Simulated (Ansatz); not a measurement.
ZnSe, DFT, LDA, PAW with Ansatz's default frozen-core files, scalar-relativistic (Ansatz 0.2.0), run on 1 thread of Intel(R) Xeon(R) 6975P-C (Granite Rapids) on a shared host.

The geometry is COD entry 9008857, unchecked; take it as a test cell. The listed cell was then made from it by scaling, straining or moving an atom.

Command: `ansatz run input.yaml --threads 1 --pin off --max-ram 3072MiB --backend cpu --events-out ev --progress --plain --runs-dir out`

```yaml
crystal:
  lattice:
    - [0.0, 2.8338, 2.918814]
    - [2.8338, 0.0, 2.918814]
    - [2.8338, 2.8338, 0.0]
  atoms:
    - { symbol: Zn, position: [0.0, 0.0, 0.0] }
    - { symbol: Se, position: [0.75, 0.75, 0.75] }
kpoints:
  mp_grid: { grid: [8, 8, 8] }
scf:
  occupations: { method: fermi_dirac, width: 0.03 }
hamiltonian:
  xc: lda
  pseudopotentials: { kind: paw }
output:
  forces: true
  stress: true
  eigenvalues: true
  efg: { contact_densities: true }
  write_density: true
  write_potential: true
  elf: true
  volumetric_format: npy
```

Problem. How large is the problem that the program sets up?

Solution. 59 irreducible k-points, 909 plane waves at Γ, 18 bands.

Problem. Estimate the wall time and the peak memory.

Solution. 4.1 s of wall time for 6 SCF iterations, with a peak of 0.46 GiB. Times on shared machines scatter by tens of per cent.

Problem. And the same cell and mesh by crystal-made all-electron datasets, asked for forces, stress, eigenvalues, efg, on the same hardware?

Solution. 7.3 s, peak memory 0.63 GiB.
